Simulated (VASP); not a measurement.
Set up this calculation in VASP 6.6.1, as the native input.

| Property | Result |
| --- | --- |
| Task | single point |
| Functional | PBE |
| Potentials or basis | VASP PAW PBE potentials, release 64 (Ga_d, N) |
| Cutoff | 520 eV |
| k mesh | 8 × 8 × 5 |
| Occupations | fermi-dirac, width 0.02 eV |
| Spin | no spin polarisation |
| Further INCAR settings | ALGO = Normal; EDIFF = 1e-06 |

The structure of GaN lies in POSCAR:

```
GaN
1.0
    3.1800000000      0.0000000000      0.0000000000
   -1.5900000000      2.7539607840      0.0000000000
    0.0000000000      0.0000000000      5.1660000000
Ga N
2 2
Direct
    0.3333333333      0.6666666667      0.0000000000
    0.6666666667      0.3333333333      0.5000000000
    0.3333333333      0.6666666667      0.3750000000
    0.6666666667      0.3333333333      0.8750000000
```

These files were run (other wordings do the same):

INCAR

```
SYSTEM = GaN
PREC = Accurate
ENCUT = 520
EDIFF = 1E-6
ISMEAR = -1
SIGMA = 0.02
LREAL = .False.
LASPH = .True.
NELM = 80
ALGO = Normal
ISIF = 2
LWAVE = .False.
LCHARG = .False.
GGA = PE
KPAR = 4
```

KPOINTS

```
regular mesh
0
Gamma
  8 8 5
  0 0 0
```

Potentials or basis: VASP PAW PBE potentials, release 64 (Ga_d, N).

The run is started by

```bash
$ cat potpaw_PBE.64/Ga_d/POTCAR potpaw_PBE.64/N/POTCAR > POTCAR
$ mpirun -np 4 vasp_std > vasp.out
```

It gave:

```
Pressure               : 7.3 GPa
Largest force          : 0.135 eV/Å
Band gap on the k mesh : 1.97 eV, direct
```

Run time: 6.9 s on 4 MPI ranks on AMD EPYC 9R45 96-Core Processor (Zen 5), with other jobs on the host, peak memory 0.14 GiB a rank.
